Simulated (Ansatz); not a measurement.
Space group I4_1/amd:1 (No. 141). a = 6.011 Å, b = 6.011 Å, c = 3.205 Å, α = 90.00°, β = 90.00°, γ = 90.00°
| atom | site | symmetry | x | y | z |
| --- | --- | --- | --- | --- | --- |
| Hg | 4a | -4m2 | 0.0000 | 0.5000 | 0.2500 |

Equation of state of this Hg structure (not necessarily the ground state), with shape and atoms relaxed at each volume where symmetry leaves them free. It has no gap at any of these volumes. Level of theory: Ansatz, DFT PBE, scalar-relativistic, plane waves, PAW.

Cutoff 420 eV; k points 16×16×16 on the computed 2-atom cell (Γ-centred); Gaussian smearing, width 0.10 eV; no spin polarisation.

| V (Å³/atom) | E − E(largest V) (meV/atom) | P (GPa) |
| --- | --- | --- |
| 25.476 | 22.03 | 3.50 |
| 26.344 | 6.87 | 2.21 |
| 27.213 | -2.29 | 1.26 |
| 28.081 | -7.13 | 0.54 |
| 28.950 | -8.60 | -0.01 |
| 29.818 | -7.36 | -0.38 |
| 30.687 | -4.56 | -0.58 |
| 31.845 | 0.00 | -0.69 |

Q: Fit a third-order Birch–Murnaghan equation to E(V).

A: V0 = 28.96 Å³/atom, B0 = 14 GPa, B0' = 11.2. B0' is unusual or poorly fixed by this range.

Spin-orbit coupling is left out, which matters for the bands of heavy elements.

This form isn't the element's structure at ambient conditions.